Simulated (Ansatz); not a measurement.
CdS, one structure, two calculations

Cell: a COD entry, ions relaxed with PBE at fixed cell.

```
Cd S
1.0
     4.15000    0.00000    0.00000
    -2.07500    3.59401    0.00000
     0.00000    0.00000    6.73700
Cd S
2 2
Direct
  0.33333 0.66667 0.99897
  0.66667 0.33333 0.49897
  0.33333 0.66667 0.37603
  0.66667 0.33333 0.87603
```

Atom numbers follow the list; atoms alike are taken as one site, whose name carries the number of the first.

First run. All values are calculated (Ansatz; DFT, PBE, plane waves and PAW, scalar-relativistic, 420 eV cutoff, Γ-centred 12×12×7 k-points, Fermi–Dirac smearing 0.02 eV), not measured.

| site | atom | V_zz (10²¹ V/m²) | η |
| --- | --- | --- | --- |
| Cd | 1 | 0.29 | 0.00 |
| S | 3 | -0.066 | 0.00 |

Second run. The same atoms and settings, except that the functional is PBEsol.

Q: What does the second run give?

A: 

```json
{"site": "Cd", "atom": "1", "V_zz": "0.27", "η": "0.00", "change of V_zz": "-0.02"}
{"site": "S", "atom": "3", "V_zz": "-0.064", "η": "0.00", "change of V_zz": "0.00"}
```

No V_zz moves by more than 0.02.

For the first run: Without spin–orbit coupling (the program notes it for Cd) the gradients are little affected as a rule: paired runs on crystals with a gap mostly move them by under 2 % at such atoms.
For the second run: Without spin–orbit coupling (the program notes it for Cd) the gradients can shift somewhat, as the gap is small.
